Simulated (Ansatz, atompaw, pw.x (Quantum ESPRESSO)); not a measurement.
**Equation-of-state test of one PAW (atompaw) potential (zirconium (Zr))**

```
Element                 : Zr (Z = 40)
Generator               : atompaw 4.2.0.5
Type                    : PAW
Functional              : PBE
Relativity              : scalar-relativistic
Frozen core             : [Ar] 3d10
Valence charge          : 12
Reference configuration : 4s2 4p6 4d2 5s2 5p0
Partial waves           : 4s (bound): rc 1.70 bohr; 5s (bound): rc 2.50 bohr; 4p (bound): rc 2.10 bohr; 5p (bound, empty): rc 2.50 bohr; 4d (bound): rc 2.50 bohr; 4d channel at 0.55 Ry: rc 2.50 bohr
Local potential         : vpsmatchnc scheme with l = 3 at 0 Ry, radius 2.05 bohr
Core correction         : smooth core density matched at 1.75 bohr
Augmentation charge     : besselshape compensation charge, radius 2.30 bohr; PAW radius 2.50 bohr; waves and projectors: custom polynom2 7 10 vanderbiltortho
```

Atomic tests: cutoffs needed: 21 Ry and 50 Ry (the cutoffs (Ry, on a coarse ladder) from which the occupation-weighted sum of valence levels, in a spherical-Bessel basis at the reference potential, stays within 10 and 1 mRy of its value at 400 Ry); ghost test: no extra level below or beside the all-electron valence levels (s, p, d, f tested) (spherical-Bessel basis up to 400 Ry, 20 bohr box); lowest eigenvalue of the overlap operator: 0.36 (s channel).

Crystal test: fcc Zr in pw.x 7.5, no spin, 13³ k-points, Fermi–Dirac smearing 0.01 Ry, cutoffs 60/600 Ry. The reference is all-electron LAPW (Ansatz 0.2.0) with the same functional, mesh and smearing; V0 and B0 come from Birch–Murnaghan fits to the pressures at five volumes. Errors are pseudo minus all-electron; Δ is the rms difference of the E(V) curves that follow from these fits, minima aligned, over ±6 % about the mean V0. Mesh and smearing are coarse, so the numbers serve the comparison and aren't converged zero-temperature values; the lattice is a test structure that the element need not adopt.

All-electron: a0 = 4.534 Å (V0 = 23.31 Å³/atom), B0 = 89.0 GPa.

Task: How far does the potential miss the all-electron equation of state?

Result: mean pressure error (GPa): -1.47; a0 (Å): 4.509; a0 error (%): -0.55; B0 error (%): +0.8; Δ (meV/atom): 7.5. This is a poor potential for the solid. The logarithmic derivative shows an extra or strongly shifted pseudo pole above the reference energy (s near 0.29 Ry, p near 1.76 Ry).

```csv
V (Å³/atom),P all-electron (GPa),P pseudo (GPa)
22.068,5.32,3.64
22.648,2.68,1.10
23.229,0.31,-1.15
23.810,-1.83,-3.20
24.390,-3.75,-5.03
```

Task: At the middle volume, how do free energy and pressure move when the wave cutoff is lowered (ecutrho held at 600 Ry)?

Result:

| cutoff (Ry) | shift of F (meV/atom) | shift of P (GPa) |
| --- | --- | --- |
| 27 | +81.0 | -0.53 |
| 36 | +26.3 | -0.10 |
| 48 | +6.2 | -0.10 |

The run at the middle volume (84 k-points, 10 iterations) took about 39 s on one core of a shared host (AMD EPYC 7R43 64-Core Processor, 256 threads, 1004 GiB, load 166).
